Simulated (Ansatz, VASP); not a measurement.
## Two plane-wave programs on PtSe2 (Sudovikovite)

```
Pt Se
1.0
     3.74131    0.00000    0.00000
    -1.87066    3.24007    0.00000
     0.00000    0.00000    4.76176
Pt Se
1 2
Direct
  0.00000 0.00000 0.00000
  0.33333 0.66667 0.26468
  0.66667 0.33333 0.73532
```

Alike in both runs: functional LDA; k mesh 15 × 15 × 10; occupations gaussian, width 0.1 eV; no spin polarisation.

Ansatz relaxed the structure, and its values are those at the end. VASP's run is a single point on that final structure, the one shown.

```csv
,VASP,Ansatz
version,VASP 6.6.1,Ansatz 0.2.0
potentials or method,"VASP PAW LDA potentials, release 64 (Pt, Se)","scalar-relativistic, plane waves, PAW"
plane-wave cutoff (eV),520,420
valence electrons in the cell,22,50
```

```csv
,VASP,Ansatz,Ansatz less VASP
gap on the k mesh at the Fermi level (eV),none,none,-
pressure (GPa),0.4,0.0,-0.44
rms of the force components (eV/Å),0.024,0.000,-0.0239
```

A gap of «none» marks a metal or a gap that the smearing closes. The two sets of potentials don't hold the same shells in valence.

The runs have no spin-orbit coupling, so splittings on Pt are missing.
